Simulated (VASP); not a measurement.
A run of VASP 6.6.1 is set up as follows.

INCAR

```
PREC     = Accurate       # precision mode
ENCUT    = 400            # plane-wave cutoff, eV
EDIFF    = 1E-7           # SCF threshold, eV
ISMEAR   = 0              # smearing method
SIGMA    = 0.05           # smearing width, eV
LREAL    = Auto         
LASPH    = T              # aspherical terms in the spheres
NELM     = 80             # most SCF steps
ALGO     = Normal         # electronic algorithm
ISIF     = 2              # what is computed and relaxed
LWAVE    = F              # write WAVECAR
LCHARG   = F              # write CHGCAR
GGA      = PE             # functional
IVDW     = 12             # dispersion correction
NBANDS   = 388            # bands
ISYM     = 0
```

File KPOINTS:

```
Automatic mesh
0
Gamma
  1 1 1
```

Contents of POSCAR:

```
Ge48H19N
1.0
    8.0016203359      8.0016203359      0.0000000000
   -8.0016203359      8.0016203359      0.0000000000
    0.0000000000      0.0000000000     23.7419000000
Ge H N
48 19 1
Direct
    0.7005149941      0.2994850059      0.4246458792
    0.7994850059      0.7005149941      0.4246458792
    0.0494850059      0.9505149941      0.4524448338
    0.2994850059      0.2005149941      0.4246458792
    0.9505149941      0.5494850059      0.4524448338
    0.2005149941      0.7994850059      0.4246458792
    0.4505149941      0.0494850059      0.4524448338
    0.5494850059      0.4505149941      0.4524448338
    0.8750000000      0.3750000000      0.3831791053
    0.8750000000      0.8750000000      0.3831791053
    0.1250000000      0.1250000000      0.3831791053
    0.3750000000      0.3750000000      0.3831791053
    0.1250000000      0.6250000000      0.3831791053
    0.3750000000      0.8750000000      0.3831791053
    0.6250000000      0.1250000000      0.3831791053
    0.6250000000      0.6250000000      0.3831791053
    0.0000000000      0.2500000000      0.3236008913
    0.0000000000      0.7500000000      0.3236008913
    0.2500000000      0.0000000000      0.3236008913
    0.5000000000      0.2500000000      0.3236008913
    0.2500000000      0.5000000000      0.3236008913
    0.5000000000      0.7500000000      0.3236008913
    0.7500000000      0.0000000000      0.3236008913
    0.7500000000      0.5000000000      0.3236008913
    0.8750000000      0.1250000000      0.2640226772
    0.8750000000      0.6250000000      0.2640226772
    0.1250000000      0.8750000000      0.2640226772
    0.3750000000      0.1250000000      0.2640226772
    0.1250000000      0.3750000000      0.2640226772
    0.3750000000      0.6250000000      0.2640226772
    0.6250000000      0.8750000000      0.2640226772
    0.6250000000      0.3750000000      0.2640226772
    0.7500000000      0.2500000000      0.2044444632
    0.7500000000      0.7500000000      0.2044444632
    0.0000000000      0.0000000000      0.2044444632
    0.2500000000      0.2500000000      0.2044444632
    0.0000000000      0.5000000000      0.2044444632
    0.2500000000      0.7500000000      0.2044444632
    0.5000000000      0.0000000000      0.2044444632
    0.5000000000      0.5000000000      0.2044444632
    0.8750000000      0.3750000000      0.1448662491
    0.8750000000      0.8750000000      0.1448662491
    0.1250000000      0.1250000000      0.1448662491
    0.3750000000      0.3750000000      0.1448662491
    0.1250000000      0.6250000000      0.1448662491
    0.3750000000      0.8750000000      0.1448662491
    0.6250000000      0.1250000000      0.1448662491
    0.6250000000      0.6250000000      0.1448662491
    0.9510221023      0.2989778977      0.1052990704
    0.7989778977      0.4510221023      0.1052990704
    0.9510221023      0.7989778977      0.1052990704
    0.7989778977      0.9510221023      0.1052990704
    0.2010221023      0.0489778977      0.1052990704
    0.0489778977      0.2010221023      0.1052990704
    0.4510221023      0.2989778977      0.1052990704
    0.2989778977      0.4510221023      0.1052990704
    0.2010221023      0.5489778977      0.1052990704
    0.0489778977      0.7010221023      0.1052990704
    0.4510221023      0.7989778977      0.1052990704
    0.2989778977      0.9510221023      0.1052990704
    0.7010221023      0.0489778977      0.1052990704
    0.5489778977      0.2010221023      0.1052990704
    0.7010221023      0.5489778977      0.1052990704
    0.5489778977      0.7010221023      0.1052990704
    0.3011006663      0.6814564151      0.5098411813
    0.1745858073      0.7330990807      0.5321978502
    0.2897789023      0.8199791193      0.5286448883
    0.2471584718      0.7528415282      0.5090849018
```

Potentials or basis: VASP PAW PBE potentials, release 64 (Ge_d, H, N).

Run with:

```sh
$ cat potpaw_PBE.64/Ge_d/POTCAR potpaw_PBE.64/H/POTCAR potpaw_PBE.64/N/POTCAR > POTCAR
$ mpirun -np 8 vasp_gam > vasp.out
```

Question: What does it give for the largest force?

Answer: 1.276 eV/Å.

Question: Predict the band gap on the k mesh.

Answer: 0.06 eV, direct.

Forces in eV/Å, atoms in the order of the input:
```
Ge  -0.158  0.001 -0.509
Ge   0.153  0.022 -0.512
Ge  -1.144  0.002 -0.187
Ge   0.160 -0.023 -0.507
Ge   1.065  0.020  0.052
Ge  -0.068 -0.001  0.007
Ge   1.059 -0.024  0.051
Ge  -1.093  0.001  0.014
Ge  -0.093  1.101  0.563
Ge   0.085  1.101  0.573
Ge   0.084 -1.109  0.578
Ge   0.112  1.070  0.527
Ge  -0.295 -1.201  0.314
Ge  -0.291  1.198  0.311
Ge  -0.093 -1.108  0.564
Ge   0.109 -1.073  0.529
Ge   0.021  0.008  0.267
Ge   0.241 -0.158 -0.473
Ge   0.242  0.162 -0.471
Ge  -0.021 -0.003 -0.503
Ge  -0.047  0.002  0.273
Ge  -0.046 -0.002  0.275
Ge   0.022 -0.009  0.267
Ge  -0.023  0.009 -0.504
Ge   0.034  0.000 -0.043
Ge   0.177  0.094 -0.170
Ge  -0.301 -0.001 -0.184
Ge   0.177 -0.095 -0.171
Ge  -0.023  0.006 -0.046
Ge   0.041  0.001 -0.055
Ge  -0.023 -0.006 -0.046
Ge  -0.247  0.000 -0.168
Ge  -0.048  0.002 -0.208
Ge   0.082 -0.037 -0.174
Ge   0.116 -0.001 -0.144
Ge   0.082  0.038 -0.175
Ge  -0.102  0.011 -0.140
Ge  -0.055  0.000 -0.191
Ge  -0.101 -0.009 -0.139
Ge   0.078  0.000 -0.145
Ge   0.057  0.006  0.021
Ge  -0.074  0.015  0.021
Ge  -0.074 -0.015  0.021
Ge  -0.078 -0.011  0.024
Ge   0.047 -0.013  0.016
Ge   0.047  0.012  0.016
Ge   0.057 -0.007  0.021
Ge  -0.077  0.011  0.024
H   -0.066 -0.023  0.037
H    0.060 -0.009  0.044
H   -0.065 -0.014  0.036
H    0.073 -0.027  0.012
H   -0.065  0.014  0.036
H    0.073  0.028  0.012
H   -0.062 -0.008  0.037
H    0.082 -0.012  0.024
H   -0.077  0.022  0.037
H    0.068  0.014  0.041
H   -0.077 -0.021  0.037
H    0.068 -0.014  0.042
H   -0.066  0.024  0.037
H    0.060  0.010  0.044
H   -0.062  0.008  0.037
H    0.082  0.012  0.024
H    0.638 -0.084 -0.072
H   -0.320 -0.505  0.205
H   -0.176  0.616  0.156
N    0.056 -0.015 -0.289
```
